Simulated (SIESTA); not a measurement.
Crystal: SiNi.

```
Ni Si
1.0
     2.94277    0.00000    0.00000
     0.00000    3.28033    0.00000
     0.00000    0.00000    4.67745
Ni Si
2 2
Cartesian
  1.4714 1.6402 1.6020
  0.0000 0.0000 3.0754
  1.4714 1.6402 3.9438
  0.0000 0.0000 0.7337
```

The cell is a database's computed one.

```yaml
Program: SIESTA 5.4.2
Task: single point
Functional: PBE
Potentials_or_basis: PseudoDojo 0.4 standard (PBE files)
Basis: DZP (energy shift 0.003 Ry; two zetas on semicore shells)
Grid_cutoff: 800 Ry
Energy_shift: 0.003 Ry
k_mesh: 9 × 8 × 6
Occupations: fermi-dirac, width 0.05 eV
Spin: collinear spin, ferromagnetic start
Starting_moments: "[1.0, 1.0, 0.0, 0.0] μB"
```

On this cell: pressure 6.6 GPa; largest force 0.144 eV/Å; net moment 0.00 μB per cell; band gap on the k mesh none (metal or under the smearing width).

The same run follows on a disturbed copy (atoms moved at random, drawn with an rms of 0.05 Å):

```xyz
4
Lattice="2.9428 0.0000 0.0000 0.0000 3.2803 0.0000 0.0000 0.0000 4.6774" Properties=species:S:1:pos:R:3 pbc="T T T"
Ni    1.4487    1.6371    1.5839
Ni   -0.0089   -0.0292    3.0595
Si    1.4748    1.6705    3.9518
Si   -0.0228    0.0048    0.7216
```

Question: What does the disturbed cell give?

Answer: The energy (extrapolated to zero smearing) moves by +4.6 meV/atom; pressure 6.6 GPa; largest force 0.537 eV/Å; net moment 0.00 μB per cell; band gap on the k mesh none (metal or under the smearing width).

Forces on the atoms (eV/Å):
```
Ni   0.052 -0.010  0.394
Ni   0.004  0.405 -0.073
Si  -0.109 -0.409 -0.330
Si   0.054  0.015  0.011
```

Stress tensor (GPa, compression positive):
```
 6.30  0.13  0.15
 0.13  6.34 -0.25
 0.15 -0.25  7.25
```

Caveats: short orbitals over semicore shells can move pressures by several GPa; the basis of atomic orbitals isn't converged, which shifts pressures, moduli and gaps.
